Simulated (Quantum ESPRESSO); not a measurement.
## Ti: phonons and electron-phonon coupling with PBEsol

Crystal: Ti.

```
Ti
1.0
     2.95000    0.00000    0.00000
    -1.47500    2.55477    0.00000
     0.00000    0.00000    4.68000
Ti
2
Direct
  0.66667 0.33333 0.75000
  0.33333 0.66667 0.25000
```

```
Program             : Quantum ESPRESSO 7.5
Task                : phonons and electron-phonon coupling
Functional          : PBEsol
Potentials or basis : GBRV 1.5 PBEsol
Cutoff              : 612 eV
Density cutoff      : 4898 eV
k mesh              : 9 × 9 × 4
Occupations         : methfessel-paxton, width 0.272 eV
Spin                : no spin polarisation
Mixing beta         : 0.5
Most SCF iterations : 120
SCF threshold       : 4e-10 Ry
q mesh              : 3 × 3 × 2
```

* Relaxed volume: 16.70 Å³/atom
* Relaxed cell: a = 2.904 Å, b = 2.904 Å, c = 4.574 Å, α = 90.00°, β = 90.00°, γ = 120.00°
* Space group after relaxing (to 0.05 Å): P6_3/mmc (No. 194)
* Pressure after relaxing: 0.0 GPa
* Band gap on the k mesh: none (metal or under the smearing width)
* Highest phonon frequency: 291 cm⁻¹
* Zero-point energy: 0.035 eV/atom

The path:
```csv
step,energy change (eV),largest force (eV/Å),pressure (GPa),volume (Å³)
1,0.0000,0.0000,-5.98,35.27
2,-0.0296,0.0000,-2.79,34.21
3,-0.0370,0.0000,0.25,33.32
4,-0.0371,0.0000,0.02,33.39
5,-0.0371,0.0000,-0.04,33.40
6,-0.0371,0.0000,-0.03,33.40
7,-0.0371,0.0000,-0.01,33.40
```

Final structure:
```
Ti
1.0
     2.90357    0.00000    0.00000
    -1.45179    2.51457    0.00000
     0.00000    0.00000    4.57406
Ti
2
Direct
  0.66667 0.33333 0.75000
  0.33333 0.66667 0.25000
```

Levels at points of the mesh, in eV from the Fermi level:
| k point | band 9 | band 10 | band 11 | band 12 | band 13 | band 14 | band 15 | band 16 |
| --- | --- | --- | --- | --- | --- | --- | --- | --- |
| (0.00, 0.00, 0.00) | -6.27 | -2.78 | 0.79 | 0.79 | 0.94 | 0.97 | 1.34 | 1.34 |
| (0.00, 0.00, -0.50) | -4.35 | -4.35 | 0.12 | 0.12 | 0.69 | 0.69 | 0.69 | 0.69 |

Phonon frequencies in cm⁻¹ (negative: imaginary):
```csv
q point,frequencies
"(0.000, 0.000, 0.000)",0 0 0 134 134 218
"(0.350, 0.000, 0.000)",99 121 221 222 226 259
"(0.389, 0.222, 0.000)",164 173 201 216 250 285
"(0.194, 0.194, 0.000)",120 143 172 221 246 247
"(0.000, 0.000, 0.000)",0 0 0 134 134 218
"(0.045, 0.000, 0.500)",95 95 97 97 204 204
"(0.364, 0.000, 0.500)",172 172 173 173 273 273
"(0.389, 0.222, 0.500)",85 85 247 247 280 280
"(0.214, 0.214, 0.500)",112 112 224 224 267 267
"(0.048, 0.048, 0.500)",102 102 107 107 207 207
"(0.500, 0.000, 0.167)",119 157 207 231 270 272
"(0.333, 0.333, 0.333)",97 97 245 263 263 274
```

Phonon frequencies at the corners of the path (cm⁻¹, interpolated; i marks imaginary ones):
```tsv
point	frequencies
Γ	0 0 0 134 134 218
M	107 144 216 237 262 273
K	184 184 206 206 234 291
A	92 92 92 92 202 202
L	175 175 183 183 288 288
H	61 61 259 259 275 275
```

Phonon states per cell in windows of 20 cm⁻¹ (negative: imaginary):
```tsv
from (cm⁻¹)	total
0	0.00
20	0.01
40	0.04
60	0.09
80	0.22
100	0.56
120	0.64
140	0.55
160	0.41
180	0.52
200	0.67
220	0.73
240	0.61
260	0.80
280	0.14
```

Harmonic thermodynamics per atom at this volume (zero-point energy 35.4 meV, Debye temperature from the second moment 371 K):
```csv
T (K),free energy (meV),entropy (k_B),heat capacity Cv (k_B)
50,35.1,0.22,0.58
100,32.6,0.98,1.68
200,17.4,2.48,2.55
298.15,-8.4,3.55,2.78
500,-84.0,5.03,2.92
800,-233.4,6.42,2.97
```

Electron-phonon coupling by broadening of the double delta (levels on a 27 × 27 × 12 mesh):
| broadening (eV) | λ | N(E_F) (states/eV a spin and cell) | ω_log (K) | Tc, μ* 0.10 (K) | Tc, μ* 0.13 (K) |
| --- | --- | --- | --- | --- | --- |
| 0.07 | 0.83 | 0.952 | 206 | 10.4 | 8.5 |
| 0.14 | 0.66 | 1.004 | 209 | 6.3 | 4.7 |
| 0.20 | 0.65 | 1.058 | 211 | 6.1 | 4.5 |
| 0.27 | 0.66 | 1.100 | 213 | 6.4 | 4.7 |
| 0.34 | 0.68 | 1.151 | 215 | 6.8 | 5.2 |
| 0.41 | 0.70 | 1.212 | 217 | 7.4 | 5.7 |
| 0.48 | 0.72 | 1.272 | 218 | 8.1 | 6.3 |
| 0.54 | 0.74 | 1.326 | 218 | 8.7 | 6.8 |
| 0.61 | 0.76 | 1.372 | 218 | 9.1 | 7.2 |
| 0.68 | 0.77 | 1.410 | 218 | 9.5 | 7.6 |

The same from a weighted sum over the computed q points, without interpolation:
```
broadening (eV)     λ  ω_log (K)  Tc, μ* 0.10 (K)  Tc, μ* 0.13 (K)
           0.07  1.24        141             13.2             11.8
           0.14  0.95        147              9.4              8.0
           0.20  0.90        153              8.9              7.4
           0.27  0.87        160              8.8              7.3
           0.34  0.86        166              9.0              7.4
           0.41  0.87        170              9.4              7.8
           0.48  0.89        173              9.9              8.2
           0.54  0.90        175             10.3              8.7
           0.61  0.92        176             10.7              9.0
           0.68  0.93        177             11.1              9.3
```

Eliashberg function at a broadening of 0.27 eV:
| cm⁻¹ | α²F |
| --- | --- |
| 7 | 0.000 |
| 22 | 0.000 |
| 37 | 0.002 |
| 51 | 0.006 |
| 66 | 0.012 |
| 81 | 0.074 |
| 95 | 0.156 |
| 110 | 0.339 |
| 125 | 0.389 |
| 140 | 0.299 |
| 154 | 0.270 |
| 169 | 0.159 |
| 184 | 0.122 |
| 198 | 0.287 |
| 213 | 0.218 |
| 228 | 0.317 |
| 242 | 0.207 |
| 257 | 0.343 |
| 272 | 0.383 |
| 286 | 0.014 |

Coupling and linewidth of each mode at the computed q points (broadening 0.27 eV):
| q | cm⁻¹ | λ of the modes | linewidths (GHz) |
| --- | --- | --- | --- |
| (0.00, 0.00, -0.50) | 92 92 92 92 202 202 | 0.17 0.16 0.17 0.16 0.09 0.10 | 19 17 18 17 47 51 |
| (0.00, 0.33, 0.00) | 97 117 217 218 223 255 | 0.18 0.14 0.03 0.10 0.09 0.05 | 22 25 18 64 56 45 |
| (0.00, 0.33, -0.50) | 169 169 169 169 267 267 | 0.04 0.04 0.08 0.08 0.06 0.05 | 14 14 28 29 54 44 |
| (0.33, 0.33, 0.00) | 184 184 206 206 234 291 | 0.16 0.16 0.20 0.20 0.05 0.04 | 70 71 107 108 37 49 |
| (0.33, 0.33, -0.50) | 61 61 259 259 275 275 | 1.56 1.62 0.04 0.04 0.06 0.06 | 76 79 32 31 58 58 |

It took 14 min on 4 MPI ranks on Intel(R) Xeon(R) Platinum 8488C (Sapphire Rapids), with other jobs on the host, peak memory 0.48 GiB a rank.

Caveat: the k mesh is coarse; the mesh is thin for the phonons of a metal; λ from interpolated matrix elements is rough: modes that symmetry makes equal can differ by tens of percent.
